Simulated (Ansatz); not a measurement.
# Ge (Cmmm) in Ansatz: a series of runs

The runs below take Ge through band structure, with PBEsol.

All numbers are computed with Ansatz 0.2.0; they aren't measurements. Logs are shortened: lines on timing, memory, paths and dates and some standing lists are left out, and cuts for length are marked.

### 1 Starting point

It takes space group Cmmm (No. 65, orthorhombic). The conventional cell has a = 2.794 Å, b = 5.201 Å, c = 2.698 Å, α = 90.00°, β = 90.00°, γ = 90.00°. Around Ge (site symmetry mmm) lie 8 Ge at 2.70 to 2.95 Å.

This isn't the form of Ge at room conditions, which is diamond.

### 2 Band structure, PBEsol

Input file input.yaml:

```yaml
crystal:
  lattice:
    - [1.397149, -2.600516, 0.0]
    - [1.397149, 2.600516, 0.0]
    - [0.0, 0.0, 2.698231]
  atoms:
    - { symbol: Ge, position: [0.5, 0.5, 0.0] }
kpoints:
  mp_grid: { grid: [11, 11, 10] }
  band_path:
    path:
      - [0.0, 0.0, 0.0]
      - [0.3221616403, 0.3221616403, 0.0]
      - [0.0, 0.5, 0.0]
      - [0.0, 0.5, 0.5]
      - [0.3221616403, 0.3221616403, 0.5]
      - [0.0, 0.0, 0.5]
      - [0.0, 0.0, 0.0]
      - [-0.5, 0.5, 0.0]
    npoints: 12
scf:
  occupations: { method: fermi_dirac, width: 0.05 }
hamiltonian:
  xc: pbesol
  pseudopotentials:
    kind: all_electron
    lapw: { basis_error: 0.001 }
    dirac_shells: { Ge: ["3p"] }
output:
  forces: true
  stress: true
  eigenvalues: true
```

Potentials or basis: all-electron LAPW, inner shells corrected to Dirac's equation.

Run with:

```
ansatz run input.yaml --threads 1 --pin off --max-ram 3072MiB --backend cpu --events-out ev --progress --plain --runs-dir out
```

The log of the run:

```text
Warning: RAYON_NUM_THREADS=1 ignored (pool sized by the plan → 1); use --threads N
LAPW: plane waves up to 8.054 Å⁻¹, error target 1.0e-3 eV per atom; small_component_spin mean_spin; Ge in spheres of 1.349 Å, 22 of its electrons in bands, Dirac shells [2p, 3p] (how accurate: hamiltonian.pseudopotentials.lapw.basis_error, Limitations)
Engine: ansatz 0.2.0, aarch64-unknown-linux-gnu
Pseudopotentials: kind: all_electron
Pseudopotential: Ge, LAPW, valence charge 22, lapw/all_electron/scalar/gaussian/Ge, Koelling and Harmon's equation with Dirac's for 2p 3p, gaussian nucleus
Functional definition: PBEsol
  exchange = pbesol_x
  correlation = pbesol_c
Crystal: 1 atoms, lattice volume = 19.607 Å³
Basis set: ecut = 247.12889715632508 eV, 171 PW (Γ), FFT grids on a1+a2, a2, a3, exchange–correlation at level 2
Bands: 15, of which v1, the nominal top of the filled ones, is band 11 counted from 1 (10 counted from 0)
Symmetry: 8 space group operations
Space group: Cmmm (ITA 65), of the structure as read, at distance tolerance 2.7e-5 Å
k-points: 216 of 1210
Non-local potential: Ge, projectors of the file, none
Initial density: superposition of atomic densities (chi_scale 0.1, normalization cell)
Initial wavefunctions: plane waves of lowest kinetic energy (no species holds an atomic orbital)
Functional: x = pbesol(κ = 0.804, μ = 0.12345679012345678), c = pbesol(β = 0.046)
iter 1 solved again at ethr=7.38e-5 eV; its pass at ethr=1.00e-1 eV (dr2=1.62e-2 eV) is discarded
SCF iter   1: F=—  HF=-57077.340500 eV  |F-HF|=—  |Δ(HF+E_count)|=         —  Δρ=1.17e-2  dr2=1.63e-2  ethr=7.38e-5  ⟨swp⟩=3.0  Hψ=22025  notcnv=0
preconditioner: auto → none  [metal: Δε(μ)=0.043 eV  Ē_g=26.597 eV  σ=0.050 eV  W_gap=0.20  n_scr=8 (ndim 8)  ℏωp=31.4 eV  f_vac=0.000  D(μ)=0.48/eV (n_scr^D=0)  sad-step TF]
SCF iter   2: F=—  HF=-57077.328031 eV  |F-HF|=—  |Δ(HF+E_count)|=   1.25e-2  Δρ=7.49e-3  dr2=7.70e-3  ethr=7.38e-5  ⟨swp⟩=2.0  Hψ=9453  notcnv=0
SCF iter   3: F=—  HF=-57077.326575 eV  |F-HF|=—  |Δ(HF+E_count)|=   1.46e-3  Δρ=2.74e-3  dr2=9.40e-4  ethr=3.50e-5  ⟨swp⟩=2.0  Hψ=9357  notcnv=0
iter 4 solved again at ethr=1.58e-7 eV; its pass at ethr=4.27e-6 eV (dr2=3.48e-5 eV) is discarded
SCF iter   4: F=—  HF=-57077.326276 eV  |F-HF|=—  |Δ(HF+E_count)|=   2.99e-4  Δρ=4.87e-4  dr2=3.48e-5  ethr=1.58e-7  ⟨swp⟩=2.0  Hψ=15802  notcnv=0
SCF iter   5: F=-57077.326279 eV  HF=-57077.326279 eV  |F-HF|=5.35e-8  |Δ(HF+E_count)|=   2.84e-6  Δρ=2.69e-5  dr2=9.74e-8  ethr=1.58e-7  ⟨swp⟩=2.0  Hψ=9282  notcnv=0
SCF 1 converged in 5 iterations: F = -57077.326279 eV  dr2 = 9.74e-8
NSCF: frozen V_eff on 85 k-points
SCF converged after 5 iterations
Free energy (F): -57077.326279 eV
Harris-Foulkes:  -57077.326279 eV  (|F-HF|=5.35e-8)
Internal energy: -57077.322311 eV  (E = F + TS)
E sigma→0 (E₀):  -57077.324295 eV
Entropy (-TS):   -0.003969 eV (-3.969 meV/atom)
Fermi energy:    11.815339 eV
--- Per-component energies (eV) ---
  E_band       = -996.291911
  E_kinetic    = 58277.522209
  E_xc         = -2127.672143
  E_electrostatic = -113227.172377  (all electrons and nuclei)
  E_smearing   = -0.003969  (= −TS)
  E_closure    = 0.000000  (closes the sum)
  E_atoms      = -57072.608522  (free atoms, spherical and without spin; not in F)
  Σ components = -57077.326279   (vs F -57077.326279, Δ=0.00e0)
  Basis errors (estimates in eV, not in F): energy 3.3e-4 per atom: plane waves 3.0e-4 (1.7e-4 summed), levels above the bands 1.4e-111, relativity 1.1e-7, radial functions 3.3e-5, core shells 8.4e-11; eigenvalues (radial functions only) 2.9e-5; not estimated: angular momenta, meshes, grids; target (lapw.basis_error) 1.0e-3; muffin-tin radii Ge 1.349 Å
--- Forces (eV/Å), atoms counted from 1 ---
  atom   1  Ge    -0.00000000     0.00000000     0.00000000
  max |Σ_I F_I| component: 9.86e-32 eV/Å
--- Stress (GPa, compression-positive) ---
       -2.647330       0.000000       0.000000
        0.000000      -5.789329       0.000000
        0.000000       0.000000      -3.640693
  P = ⅓ Tr σ = -4.0258 GPa (-40.258 kbar)
--- Band table (eV; the first three rows and the last of 216) ---
  k-point 0: bands = ["-151.4504", "-98.7810", "-98.7642", "-98.7282", "-12.8570", "-12.8005", "-12.7499", "-12.6461", "-12.6265", "-1.0192", "18.5037", "18.9773", "20.4845", "21.9655", "24.2614"]
  k-point 1: bands = ["-151.4504", "-98.7809", "-98.7642", "-98.7285", "-12.8383", "-12.7992", "-12.7491", "-12.6526", "-12.6328", "-0.8217", "16.1088", "19.1655", "20.6733", "23.8434", "24.9714"]
  k-point 2: bands = ["-151.4503", "-98.7809", "-98.7641", "-98.7295", "-12.8004", "-12.7849", "-12.7468", "-12.6696", "-12.6492", "-0.2328", "12.8303", "19.7078", "21.2168", "24.6734", "26.5505"]
  k-point 215: bands = ["-151.4501", "-98.7821", "-98.7643", "-98.7318", "-12.8114", "-12.7771", "-12.7031", "-12.6601", "-12.5764", "6.8906", "9.4684", "9.8898", "15.2931", "19.9844", "25.2367"]
```

Wall time 12 s (1 thread of Arm Neoverse V2, shared host); peak memory 0.33 GiB.

What came out:

* Free energy: -57077.3263 eV
* Pressure: -4.0 GPa
* Band gap along the path: none (metal or under the smearing width)

Levels at the corners of the path, in eV from the Fermi level:
```csv
point,band 9,band 10,band 11,band 12,band 13,band 14
Γ,-24.44,-12.83,6.69,7.16,8.67,10.15
X,-24.48,-7.00,-3.53,-2.97,11.07,16.58
S,-24.47,-7.77,-5.27,3.47,7.46,10.56
R,-24.37,-3.62,-2.20,-1.56,3.64,6.34
A,-24.38,-2.72,-0.98,-0.45,0.16,5.25
Z,-24.47,-9.06,-5.66,9.98,11.49,15.93
Γ,-24.44,-12.83,6.69,7.16,8.67,10.15
Y,-24.45,-8.63,-5.48,5.24,9.13,9.90
```

### 3 Band structure, PBEsol

Edit input.yaml of step 2 so:

```diff
@@ -8,3 +8,3 @@
 kpoints:
-  mp_grid: { grid: [11, 11, 10] }
+  mp_grid: { grid: [8, 8, 8] }
   band_path:
@@ -19,3 +19,3 @@
       - [-0.5, 0.5, 0.0]
-    npoints: 12
+    npoints: 10
 scf:
@@ -24,6 +24,3 @@
   xc: pbesol
-  pseudopotentials:
-    kind: all_electron
-    lapw: { basis_error: 0.001 }
-    dirac_shells: { Ge: ["3p"] }
+  pseudopotentials: { kind: all_electron, lapw: { basis_error: 0.001 } }
 output:
```

Potentials or basis: all-electron LAPW, scalar-relativistic.

Run with:

```
ansatz run input.yaml --threads 1 --pin off --max-ram 3072MiB --backend cpu --events-out ev --progress --plain --runs-dir out
```

Wall time 6.3 s (1 thread of Arm Neoverse V2, shared host); peak memory 0.25 GiB.

It converged, with:

| Property | Result |
| --- | --- |
| Free energy | -57074.6263 eV |
| Pressure | -4.4 GPa |
| Band gap along the path | none (metal or under the smearing width) |

Stress tensor (GPa, compression positive):
```
-1.93  0.00  0.00
 0.00 -4.85  0.00
 0.00  0.00 -6.28
```

Levels at the corners of the path, in eV from the Fermi level:
| point | band 8 | band 9 | band 10 | band 11 | band 12 | band 13 | band 14 | band 15 |
| --- | --- | --- | --- | --- | --- | --- | --- | --- |
| Γ | -24.56 | -24.53 | -12.91 | 6.61 | 7.08 | 8.60 | 10.07 | 12.38 |
| X | -24.58 | -24.57 | -7.08 | -3.59 | -3.04 | 10.98 | 16.49 | 17.23 |
| S | -24.56 | -24.55 | -7.85 | -5.33 | 3.40 | 7.39 | 10.47 | 16.38 |
| R | -24.55 | -24.46 | -3.69 | -2.26 | -1.66 | 3.56 | 6.28 | 11.53 |
| A | -24.60 | -24.48 | -2.80 | -1.08 | -0.51 | 0.10 | 5.17 | 5.47 |
| Z | -24.60 | -24.57 | -9.13 | -5.75 | 9.91 | 11.42 | 15.87 | 16.03 |
| Γ | -24.56 | -24.53 | -12.91 | 6.61 | 7.08 | 8.60 | 10.07 | 12.38 |
| Y | -24.56 | -24.54 | -8.71 | -5.55 | 5.17 | 9.06 | 9.81 | 15.62 |

Caveat: the k mesh is thin for a metal, which can move the energy by tens of meV per atom.

### 4 Band structure, PBEsol, spin-orbit coupling, no magnetisation

Edit input.yaml of step 3 so:

```diff
@@ -25,2 +25,5 @@
   pseudopotentials: { kind: all_electron, lapw: { basis_error: 0.001 } }
+magnetization:
+  noncollinear: true
+  spin_orbit: true
 output:
```

Potentials or basis: all-electron LAPW, relativistic spinors.

Run with:

```
ansatz run input.yaml --threads 1 --pin off --max-ram 3072MiB --backend cpu --events-out ev --progress --plain --runs-dir out
```

It took 53 s on 1 thread of Arm Neoverse V2, shared host; peak memory 0.38 GiB.

The run converged. Its results:

```
Free energy             : -57077.3413 eV
Pressure                : -4.4 GPa
Band gap along the path : none (metal or under the smearing width)
```

Stress tensor (GPa, compression positive):
```
-1.95  0.00  0.00
 0.00 -4.83  0.00
 0.00  0.00 -6.29
```

Levels at the corners of the path, in eV from the Fermi level:
| point | band 20 | band 21 | band 22 | band 23 | band 24 | band 25 |
| --- | --- | --- | --- | --- | --- | --- |
| Γ | -12.91 | 6.56 | 6.56 | 7.11 | 7.11 | 8.61 |
| X | -7.08 | -3.60 | -3.60 | -3.04 | -3.04 | 10.97 |
| S | -7.85 | -5.33 | -5.33 | 3.39 | 3.39 | 7.39 |
| R | -3.69 | -2.27 | -2.27 | -1.65 | -1.65 | 3.56 |
| A | -2.80 | -1.10 | -1.10 | -0.51 | -0.51 | 0.11 |
| Z | -9.13 | -5.75 | -5.75 | 9.88 | 9.88 | 11.44 |
| Γ | -12.91 | 6.56 | 6.56 | 7.11 | 7.11 | 8.61 |
| Y | -8.71 | -5.55 | -5.55 | 5.17 | 5.17 | 9.06 |

Caveat: the k mesh is thin for a metal, which can move the energy by tens of meV per atom.

### 5 The runs side by side

| potentials or basis | spin | k mesh | pressure (GPa) |
| --- | --- | --- | --- |
| all-electron LAPW, inner shells corrected to Dirac's equation | off | 11 × 11 × 10 | -4.0 |
| all-electron LAPW, scalar-relativistic | off | 8 × 8 × 8 | -4.4 |
| all-electron LAPW, relativistic spinors | SOC, no magnetisation | 8 × 8 × 8 | -4.4 |

Alike in all rows: task band structure; level PBEsol; cell as given; cutoff (eV) 247; smearing fermi-dirac 0.05 eV; basis error allowed 0.001 eV/atom.

Caveats: the k mesh is thin for a metal, which can move the energy by tens of meV per atom (some runs).

Compare energies only between runs with the same functional and basis.
